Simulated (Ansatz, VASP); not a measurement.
## Hf2H in VASP and in Ansatz

INCAR

```
ALGO     = Normal         # electronic algorithm
EDIFF    = 1E-7           # SCF threshold, eV
EDIFFG   = -0.04          # ionic threshold
ENCUT    = 600            # plane-wave cutoff, eV
GGA      = PE             # functional
IBRION   = 2              # ionic algorithm
ISIF     = 3              # what is computed and relaxed
ISMEAR   = 0              # smearing method
LASPH    = T              # aspherical terms in the spheres
LCHARG   = F              # write CHGCAR
LREAL    = F              # projectors in reciprocal space
LWAVE    = F              # write WAVECAR
NELM     = 80             # most SCF steps
NSW      = 90             # ionic steps
PREC     = Accurate       # precision mode
SIGMA    = 0.1            # smearing width, eV
```

KPOINTS

```
k-points
0
Gamma
  6 6 6
```

The input POSCAR:

```
Hf2H
1.0
    0.0000000000      2.9715292600      2.9715292600
    2.9715292600      0.0000000000      2.9715292600
    2.9715292600      2.9715292600      0.0000000000
Hf H
2 1
Direct
    0.0000000000      0.0000000000      0.0000000000
    0.2500000000      0.2500000000      0.2500000000
    0.5000000000      0.5000000000      0.5000000000
```

Input for Ansatz:

```yaml
crystal:
  lattice:
    - [0.0, 2.97152926, 2.97152926]
    - [2.97152926, 0.0, 2.97152926]
    - [2.97152926, 2.97152926, 0.0]
  atoms:
    - { symbol: Hf, position: [0.0, 0.0, 0.0] }
    - { symbol: Hf, position: [0.25, 0.25, 0.25] }
    - { symbol: H, position: [0.5, 0.5, 0.5] }
basis:
  ecutwfc: 420
kpoints:
  mp_grid: { grid: [6, 6, 6] }
hamiltonian:
  xc: pbe
scf:
  occupations: { method: gaussian, width: 0.1 }
  lower_state_search: "off"
output:
  forces: true
  stress: true
  eigenvalues: true
relax:
  adjacent_minimum: "off"
  f_tol: 0.04
  max_steps: 70
  cell: { stress_tol: 0.4 }
```

Alike in both runs: task relaxation of cell and atoms; functional PBE; k mesh 6 × 6 × 6; occupations gaussian, width 0.1 eV; no spin polarisation.

|  | VASP | Ansatz |
| --- | --- | --- |
| version | VASP 6.6.1 | Ansatz 0.2.0 |
| potentials or method | VASP PAW PBE potentials, release 64 (Hf_pv, H) | scalar-relativistic, plane waves, PAW |
| plane-wave cutoff (eV) | 600 | 420 |
| valence electrons in the cell | 21 | 53 |

VASP gave:

| Property | Result |
| --- | --- |
| gap on the k mesh at the Fermi level, each at its own relaxed structure (eV) | none |
| relaxed volume (Å³/atom) | 22.36 |
| relaxed cell length with the largest relative difference (Å) | 4.561 |
| energy change over the relaxation (meV/atom) | -191 |

**Question.** Which values does Ansatz return?

**Answer.** gap on the k mesh at the Fermi level, each at its own relaxed structure (eV): none; relaxed volume (Å³/atom): 22.37; relaxed cell length with the largest relative difference (Å): 4.561; energy change over the relaxation (meV/atom): -202.

A gap of «none» marks a metal or a gap that the smearing closes. The two sets of potentials don't hold the same shells in valence.

Caveats: the volume moved by over 15 % at a fixed basis, so the end points are rough (VASP). Spin-orbit coupling is left out, which matters for the levels of Hf.
